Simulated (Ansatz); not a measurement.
Every step of a relaxation of Nb (simple hexagonal type)

DFT, PBE, PAW with Ansatz's default frozen-core files, scalar-relativistic (Ansatz 0.2.0); a Γ-centred 18×18×17 k mesh, Fermi–Dirac smearing of 0.1 eV, no spin polarisation. The run relaxes cell and atoms at a target pressure of 200 GPa.

Command: `ansatz run input.yaml --threads 1 --pin off --max-ram 3584MiB --backend cpu --events-out ev --progress --plain --runs-dir out` It took 15 s on 1 thread of Arm Neoverse V2 (shared host), peak memory 0.33 GiB.

PAW: frozen-core files, cutoff 420 eV; forces are relaxed below 0.005 eV/Å.

Each step lists its enthalpy F + pV a cell above the last geometry, the pressure, the cell vectors (Å), and Cartesian positions (Å) with forces (eV/Å).

The first step:

```
step 1  dH = 10.85 meV  P = 213.3 GPa
  cell 2.4042 0.0000 0.0000  -1.2021 2.0821 0.0000  0.0000 0.0000 2.2600
  Nb 0.0000 0.0000 0.0000   0.0000 0.0000 0.0000
```

The symmetry of the start is kept and no stability test is made, so the end need not be the stable phase.

Where does the relaxation end, and by which steps?

After 5 geometries, with conventional a, b, c = 2.410, 2.410, 2.288 Å, at 11.507 Å³/atom (+1.72 % against the start) in space group P6/mmm, with a shortest distance of 2.288 Å. The further steps:
```
step 2  dH = 7.61 meV  P = 187.7 GPa
  cell 2.4226 0.0000 0.0000  -1.2113 2.0980 0.0000  0.0000 0.0000 2.3020
  Nb 0.0000 0.0000 0.0000   0.0000 0.0000 0.0000
step 3  dH = 0.09 meV  P = 199.3 GPa
  cell 2.4116 0.0000 0.0000  -1.2058 2.0885 0.0000  0.0000 0.0000 2.2869
  Nb 0.0000 0.0000 0.0000   0.0000 0.0000 0.0000
step 4  dH = 0.00 meV  P = 199.9 GPa
  cell 2.4099 0.0000 0.0000  -1.2050 2.0871 0.0000  0.0000 0.0000 2.2883
  Nb 0.0000 0.0000 0.0000   0.0000 0.0000 0.0000
step 5  dH = 0.00 meV  P = 200.0 GPa
  cell 2.4097 0.0000 0.0000  -1.2048 2.0868 0.0000  0.0000 0.0000 2.2884
  Nb 0.0000 0.0000 0.0000   0.0000 0.0000 0.0000
step 6  dH = -0.09 meV  P = 200.0 GPa  (same geometry on a basis chosen anew; earlier energies don't compare to the last digit)
  cell 2.4097 0.0000 0.0000  -1.2048 2.0868 0.0000  0.0000 0.0000 2.2884
  Nb 0.0000 0.0000 0.0000   0.0000 0.0000 0.0000
```
